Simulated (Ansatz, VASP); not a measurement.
## Cross-check of WS2 (2H-WS2, 1 layer) between VASP and Ansatz

One calculation is typed for both programs; each brings its own data sets. How far apart do they land? The structure shown is the start of the Ansatz relaxation below; VASP solves that cell, so the two are compared at the walk's first step.

Program: Ansatz 0.2.0. Level of theory: plane waves, with VASP 6.6.1 beside it; single point at PBE. Results are calculated unless marked as measured.

## Step 1: Starting point

The cell holds 3 atoms: 2 S and 1 W. Cell: a = 3.180 Å, b = 3.180 Å, c = 18.476 Å, α = 90.0°, β = 90.0°, γ = 120.0°. Vacuum lies along c.

## Step 2: Ansatz: relaxation, PBE

Ansatz runs on its default PAW (the set named soft_2) files.

The two programs are compared at the cell with which this relaxation starts, whose forces are those of its first step.

File input.yaml:

```yaml
crystal:
  lattice:
    - [3.18, 0.0, 0.0]
    - [-1.59, 2.753960784, 0.0]
    - [0.0, 0.0, 18.4756202324]
  atoms:
    - { symbol: S, position: [0.3333333333, 0.6666666667, 0.4059403639] }
    - { symbol: W, position: [0.0, 0.0, 0.5] }
    - { symbol: S, position: [0.3333333333, 0.6666666667, 0.5940596361] }
kpoints:
  mp_grid: { grid: [12, 12, 1] }
hamiltonian:
  xc: pbe
scf:
  occupations: { method: fermi_dirac, width: 0.05 }
  convergence: { dr2_threshold: 1.0e-08 }
efield:
  axis: 3
  dipole_correction: true
  ramp_position: 0.97
  ramp_width: 0.04
relax:
  f_tol: 0.01
  cell: { fix: [c, alpha, beta] }
output:
  write_potential: true
  write_density: true
  volumetric_format: npy
```

Run with:

```
> ansatz run input.yaml --threads 2 --pin off --max-ram 4096MiB --backend cpu --events-out ev --progress --plain --runs-dir out
```

Numbers of over 12 decimals in the logs are rounded to 6 here.

Output:

```text
Warning: relax.cell: scf.convergence.dr2_threshold = 1e-8 eV is looser than the 3e-10 eV advised for a relaxation that steers and ends on the stress (1e-10 eV for each atom of the cell: 3). What an SCF threshold leaves in a stress goes as its square root, and in the free energy as the threshold itself, and one threshold admits the most on a small cell: [figures from the program's tests cut] Set scf.convergence.dr2_threshold to 3e-10 eV or tighter. The threshold is an SCF's pass mark: one that does not reach it within its budget of iterations ends unconverged, or closes short of it on a stop that the run arms, and scf.convergence.dr2_threshold's page says what that costs each kind of run
Engine: ansatz 0.2.0, aarch64-unknown-linux-gnu
Pseudopotentials: kind: paw
Pseudopotential: S, paw, valence charge 6, recommended cutoff 420 eV (normal), S.paw.azcp
Pseudopotential: W, paw, valence charge 14, recommended cutoff 420 eV (normal), W.paw.azcp
Functional definition: PBE
  parameter kappa = 0.804
  parameter beta = 0.066725
  exchange = pbe_x(kappa = kappa, mu = beta*pi^2/3)
  correlation = pbe_c(beta = beta)
Crystal: 3 atoms, lattice volume = 161.802 Å³
Basis set: ecut = 420 eV, 3181 PW (Γ), exchange–correlation on 48×48×250 points (8 copies of the dense FFT grid, shifted against one another)
Bands: 17, of which v1, the nominal top of the filled ones, is band 13 counted from 1 (12 counted from 0)
Symmetry: 6 space group operations
k-points: 19 of 144 (time reversal used)
Non-local potential: S, projectors of the file, l = 0: 2, l = 1: 2, l = 2: 2
Non-local potential: W, projectors of the file, l = 0: 3, l = 1: 2, l = 2: 2, l = 3: 1
PAW form: soft (Blöchl's): semilocal exchange-correlation on the pseudo side does not see the compensation charge
PAW one-centre angular grid: S, 110 points (default); XC on 64 Gauss nodes
PAW one-centre angular grid: W, 590 points (default); XC on 64 Gauss nodes
Initial density: superposition of atomic densities (neutral atoms: chi_scale 0, normalization atom), corrected by the library's trained network
Initial wavefunctions: pseudopotential atomic-orbital guess
Functional: x = pbe(κ = 0.804, μ = 0.219515), c = pbe(β = 0.066725)
SCF iter   1: F=—  HF=-12190.972612 eV  |F-HF|=—  |Δ(HF+E_count)|=         —  Δρ=3.02e-3  dr2=5.27e-3  ethr=1.77e-3  p=0.001 e·Å  D=7.11e-4 V/Å  ΔV_dip=-0.01 eV  dr2_dipole=5.22e-6  V_vac-E_F(+/−)=4.96/4.97 eV  ⟨swp⟩=9.4  Hψ=2184  notcnv=0
efield: sawtooth ramp at fractional position 0.9700 (set: `efield.ramp_position`, or a place that a band, a saddle search or an elastic batch's reference lends), width 0.0400; the density the first Hamiltonian is built on has a dipole p = 0.001 e·Å; the dipole correction subtracts the counter field D = 7.11e-4 V/Å, which shifts the + side's vacuum level by -0.01 eV against the − side's; the planar-averaged density in the ramp window peaks in size at 5.0e-5 e/Å³
preconditioner: auto → none  [insulator: Δε(μ)=1.417 eV  Ē_g=7.998 eV  σ=0.050 eV  W_gap=1.00  n_scr=10 (ndim 8)  ℏωp=12.4 eV  f_vac=0.620  D(μ)=0.00/eV (n_scr^D=0)  ε∞_Penn≈3.4]
SCF iter   2: F=—  HF=-12190.978970 eV  |F-HF|=—  |Δ(HF+E_count)|=   6.36e-3  Δρ=1.58e-3  dr2=2.51e-3  ethr=2.03e-5  p=-0.001 e·Å  D=-9.97e-4 V/Å  ΔV_dip=0.02 eV  dr2_dipole=1.03e-4  V_vac-E_F(+/−)=4.94/4.93 eV  ⟨swp⟩=2.4  Hψ=742  notcnv=0
SCF iter   3: F=—  HF=-12190.984491 eV  |F-HF|=—  |Δ(HF+E_count)|=   5.52e-3  Δρ=1.80e-3  dr2=3.07e-2  ethr=9.65e-6  p=0.008 e·Å  D=8.60e-3 V/Å  ΔV_dip=-0.16 eV  dr2_dipole=5.23e-3  V_vac-E_F(+/−)=4.74/4.89 eV  ⟨swp⟩=3.3  Hψ=756  notcnv=0  recentre
SCF iter   4: F=—  HF=-12190.981763 eV  |F-HF|=—  |Δ(HF+E_count)|=   2.73e-3  Δρ=5.88e-4  dr2=4.34e-3  ethr=9.65e-6  p=-0.004 e·Å  D=-3.95e-3 V/Å  ΔV_dip=0.07 eV  dr2_dipole=1.15e-3  V_vac-E_F(+/−)=4.89/4.82 eV  ⟨swp⟩=2.4  Hψ=556  notcnv=0
SCF iter   5: F=—  HF=-12190.981327 eV  |F-HF|=—  |Δ(HF+E_count)|=   4.36e-4  Δρ=2.25e-4  dr2=5.50e-5  ethr=9.65e-6  p=0.000 e·Å  D=2.37e-4 V/Å  ΔV_dip=-0.00 eV  dr2_dipole=4.57e-6  V_vac-E_F(+/−)=4.87/4.88 eV  ⟨swp⟩=2.0  Hψ=377  notcnv=0
SCF iter   6: F=—  HF=-12190.981368 eV  |F-HF|=—  |Δ(HF+E_count)|=   4.17e-5  Δρ=6.27e-5  dr2=2.14e-5  ethr=2.12e-7  p=-0.000 e·Å  D=-6.31e-5 V/Å  ΔV_dip=0.00 eV  dr2_dipole=2.81e-7  V_vac-E_F(+/−)=4.88/4.88 eV  ⟨swp⟩=3.0  Hψ=676  notcnv=0
SCF iter   7: F=—  HF=-12190.981370 eV  |F-HF|=—  |Δ(HF+E_count)|=   1.15e-6  Δρ=2.50e-5  dr2=3.57e-6  ethr=8.21e-8  p=-0.000 e·Å  D=-1.30e-5 V/Å  ΔV_dip=0.00 eV  dr2_dipole=3.20e-8  V_vac-E_F(+/−)=4.88/4.88 eV  ⟨swp⟩=1.2  Hψ=338  notcnv=0
[...]
SCF iter   6: F=—  HF=-12191.436921 eV  |F-HF|=—  |Δ(HF+E_count)|=   1.87e-6  Δρ=5.65e-6  dr2=3.64e-8  ethr=5.56e-9  p=-0.000 e·Å  D=-1.00e-5 V/Å  ΔV_dip=0.00 eV  dr2_dipole=2.74e-9  V_vac-E_F(+/−)=4.80/4.80 eV  ⟨swp⟩=2.5  Hψ=452  notcnv=0
SCF iter   7: F=-12191.436921 eV  HF=-12191.436921 eV  |F-HF|=4.42e-9  |Δ(HF+E_count)|=   9.27e-9  Δρ=1.17e-6  dr2=5.20e-9  ethr=3.85e-11  p=-0.000 e·Å  D=-3.57e-7 V/Å  ΔV_dip=0.00 eV  dr2_dipole=4.53e-11  V_vac-E_F(+/−)=4.80/4.80 eV  ⟨swp⟩=11.3  Hψ=2500  notcnv=0
SCF 4 converged in 7 iterations: F = -12191.436921 eV  dr2 = 5.20e-9
relax step   4: F+E_penalty+E_count = -12191.43692113 eV  Δ(F+E_penalty+E_count) = -1.257e-3 eV  max|allowed force component| = 7.790e-3 eV/Å  Δτ_max = 0.0056 Å  P = -0.007 GPa  Ω = 162.513 Å³  energy of the carried Pulay correction = -3.583e-5 eV  fix = [c, alpha, beta]  reactions: c -0.025 GPa  (7 SCF iters, accepted)
Initial wavefunctions: pseudopotential atomic-orbital guess (no wavefunctions were taken with the density)
iter 1 solved again at ethr=1.78e-7 eV; its pass at ethr=3.10e-3 eV (dr2=4.62e-5 eV) is discarded
SCF iter   1: F=—  HF=-12191.436899 eV  |F-HF|=—  |Δ(HF+E_count)|=         —  Δρ=1.98e-5  dr2=2.12e-8  ethr=1.78e-7  p=-0.000 e·Å  D=-3.57e-7 V/Å  ΔV_dip=0.00 eV  dr2_dipole=2.55e-11  V_vac-E_F(+/−)=4.80/4.80 eV  ⟨swp⟩=4.4  Hψ=3460  notcnv=0
efield: sawtooth ramp at fractional position 0.9700 (set: `efield.ramp_position`, or a place that a band, a saddle search or an elastic batch's reference lends), width 0.0400; the density the first Hamiltonian is built on has a dipole p = -0.000 e·Å; the dipole correction subtracts the counter field D = -3.57e-7 V/Å, which shifts the + side's vacuum level by +0.00 eV against the − side's; the planar-averaged density in the ramp window peaks in size at 2.0e-6 e/Å³
eigensolver tolerance schedule: the retry pair's looser diagonalisation over-reported the residual by 2171.56 of it (diagonalisation noise at 0.14 of the residual, at the tolerance the schedule requests for it); recorded, not acted on — ethr = c·dr2/N_el stays at c = 1.0e-1
preconditioner: auto → none  [insulator: Δε(μ)=1.812 eV  Ē_g=8.677 eV  σ=0.050 eV  W_gap=1.00  n_scr=10 (ndim 8)  ℏωp=12.4 eV  f_vac=0.638  D(μ)=0.00/eV (n_scr^D=0)  ε∞_Penn≈3.0]
SCF iter   2: F=—  HF=-12191.436910 eV  |F-HF|=—  |Δ(HF+E_count)|=   1.09e-5  Δρ=9.92e-6  dr2=1.42e-8  ethr=8.17e-11  p=0.000 e·Å  D=3.41e-6 V/Å  ΔV_dip=-0.00 eV  dr2_dipole=1.68e-9  V_vac-E_F(+/−)=4.80/4.80 eV  ⟨swp⟩=4.1  Hψ=849  notcnv=0
SCF iter   3: F=—  HF=-12191.436941 eV  |F-HF|=—  |Δ(HF+E_count)|=   3.07e-5  Δρ=5.70e-6  dr2=1.07e-7  ethr=3.85e-11  p=-0.000 e·Å  D=-2.57e-5 V/Å  ΔV_dip=0.00 eV  dr2_dipole=2.77e-8  V_vac-E_F(+/−)=4.80/4.80 eV  ⟨swp⟩=14.1  Hψ=2793  notcnv=0  recentre
SCF iter   4: F=-12191.436960 eV  HF=-12191.436953 eV  |F-HF|=7.94e-6  |Δ(HF+E_count)|=   1.16e-5  Δρ=2.78e-6  dr2=7.50e-9  ethr=3.85e-11  p=0.000 e·Å  D=3.73e-6 V/Å  ΔV_dip=-0.00 eV  dr2_dipole=1.64e-9  V_vac-E_F(+/−)=4.80/4.80 eV  ⟨swp⟩=8.5  Hψ=2445  notcnv=0
SCF 5 converged in 4 iterations: F = -12191.436960 eV  dr2 = 7.50e-9
relax step   5: F+E_penalty+E_count = -12191.43696046 eV  Δ(F+E_penalty+E_count) = -3.933e-5 eV  max|allowed force component| = 7.803e-3 eV/Å  Δτ_max = 0.0000 Å  P = -0.005 GPa  Ω = 162.513 Å³  fix = [c, alpha, beta]  reactions: c -0.024 GPa  stress off target by 3.87e-3 GPa on what of the cell is left free  SCF on the basis re-selected at this cell (its energy is not comparable with the rows above)  (4 SCF iters)
basis re-selected at this cell: Δ(F+E_penalty+E_count) = -3.933e-5 eV, ΔP = +0.001 GPa vs the last step (what re-selecting the basis moved, of the pressure what is left beyond the Pulay correction that the steps carried, after the strain that the cell walked since its last selection, with what the two solves' SCF thresholds leave and, on support functions, any second-order correction that the steps lacked; it is no m [...]
WARN: The input density's exchange-correlation potential varies sharply where the density is thin. Do not read a vacuum level from v_tot or v_xc, or from such a field of the output density. On a cell that repeats whose density bears no net charge and no dipole along the vacuum's axis use v_es (v_loc + v_h of the components); under efield.dipole_correction with no amplitude use v_es + v_field, which holds any external [...]
SCF converged after 4 iterations
Free energy (F): -12191.436960 eV
Harris-Foulkes:  -12191.436953 eV  (|F-HF|=7.94e-6)
Internal energy: -12191.436960 eV  (E = F + TS)
E sigma→0 (E₀):  -12191.436960 eV
Fermi energy:    0.707772 eV
Dipole field:    D = -0.000057 V/Å  (p = -0.000051 e·Å, saw-weighted, corrected)
Work function:   Φ+ = 4.8009 eV   Φ− = 4.7998 eV
Levels:          The Fermi level and band energies are counted from a zero that moves with the ramp; work functions are not
--- Per-component energies (eV) ---
  E_band       = -479.134013
  E_kinetic    = 664.985113
  E_local      = -14016.162996  (includes V_loc(G=0)·N_el)
  E_nonlocal   = 57.242404
  E_hartree    = 6682.059123
  E_xc         = -461.625372
  E_vxc        = -414.300991  (∫ρ·V_xc dr)
  E_paw        = -9763.055852  (= ΣΔE_a)
  E_vpaw       = -135.019790  (= ΣTr[D̂ρ^β])
  E_aug_tail   = -0.000059  (compensation charges beyond the density's cutoff)
  E_efield     = 0.000000  (sawtooth field / dipole correction)
  E_vefield    = 0.000272  (∫n·V_field dr)
  E_ewald      = 4645.120678
  E_smearing   = -0.000000  (= −TS)
  E_closure    = 0.000000  (closes the sum)
  Σ components = -12191.436960   (vs F -12191.436960, Δ=0.00e0)
--- Forces (eV/Å), atoms counted from 1 ---
  atom   1  S      0.00000000    -0.00000000     0.00779536
  atom   2  W      0.00000000     0.00000000     0.00002246
  atom   3  S      0.00000000    -0.00000000    -0.00779623
  max |Σ_I F_I| component: 2.16e-5 eV/Å
--- Stress (GPa, compression-positive) ---
        0.003874       0.000000       0.000000
        0.000000       0.003874       0.000000
        0.000000       0.000000      -0.024052
  P = ⅓ Tr σ = -0.0054 GPa (-0.054 kbar)
--- Band table (eV; the first three rows and the last of 19) ---
  k-point 0: bands = [... 9 lower, -2.3097, -1.8224, -1.8224, -0.2510, 2.6642, 2.6642, 2.8115, 2.8115]
  k-point 1: bands = [... 9 lower, -2.7102, -2.0006, -1.6207, -0.3092, 2.5359, 2.5651, 2.7107, 2.8756]
  k-point 2: bands = [... 9 lower, -2.6291, -2.4165, -1.6085, -0.5716, 2.1444, 2.4924, 2.5795, 3.3615]
  k-point 18: bands = [... 9 lower, -4.0820, -3.4360, -2.5728, -0.2101, 1.6023, 3.1260, 3.7999, 5.2795]
--- Relaxed structure (4 steps of the walk, 4 accepted, 1 SCFs on fresh bases) ---
  F+E_penalty+E_count = -12191.43696046 eV   max|allowed force component| = 7.803e-3 eV/Å   (the final SCF, on the basis selected at the relaxed cell)
  cell:  # Å, volume = 162.5133 Å³
    - [3.186982, 0.0, 0]
    - [-1.593491, 2.760007, 0]
    - [0, 0, 18.4756202324]
  atoms:
    - { symbol: S, position: [0.333333, 0.666667, 0.414930] }
    - { symbol: W, position: [0, -2.8783559898885975e-17, 0.500000] }
    - { symbol: S, position: [0.333333, 0.666667, 0.585070] }
```

The column dr2 measures how far the density is from self-consistency, as an energy; F and HF (Harris–Foulkes) agree once it is small.

(Continued in part 2 of 2.)

[Lines on the potential files, build, host, timing and source positions are cut from VASP's logs without a mark.]

[Logs are printed without paths, hosts, clocks, repeated set-up lines and the standing remarks that a program may print on its own settings, such as how far it seeks lower states.]

[Hosts, paths, dates, database ids (printed as entryN), source tags and the programs' standing remarks are cut or masked in the printed files.]
